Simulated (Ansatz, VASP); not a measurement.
**One calculation of Rh, two programs**

```
Rh
1.0
     2.73098    0.00000    0.00000
    -1.36549    2.36510    0.00000
     0.00000    0.00000    4.42849
Rh
2
Direct
  0.66667 0.33333 0.75000
  0.33333 0.66667 0.25000
```

This isn't the form of Rh at room conditions, which is fcc.

Alike in both runs: task single point; functional LDA; k mesh 6 × 6 × 3; no spin polarisation.

```csv
,VASP,Ansatz
version,VASP 6.6.1,Ansatz 0.2.0
potentials or method,"VASP PAW LDA potentials, release 64 (Rh_pv)","plane waves, PAW"
plane-wave cutoff (eV),520,470
occupations,"gaussian, width 0.1 eV",gaussian
valence electrons in the cell,30,34
```

```csv
,VASP,Ansatz,Ansatz less VASP
pressure (GPa),-18.5,-19.2,-0.65
largest component of the traceless stress (GPa),6.73,6.79,+0.061
```

The two sets of potentials don't hold the same shells in valence.

Caveats: the k mesh is coarse (spacing up to 0.47 Å⁻¹), so the values aren't converged; so large a pressure means that the cell lies far from this level's equilibrium, or that cutoff or potentials fall short (VASP).
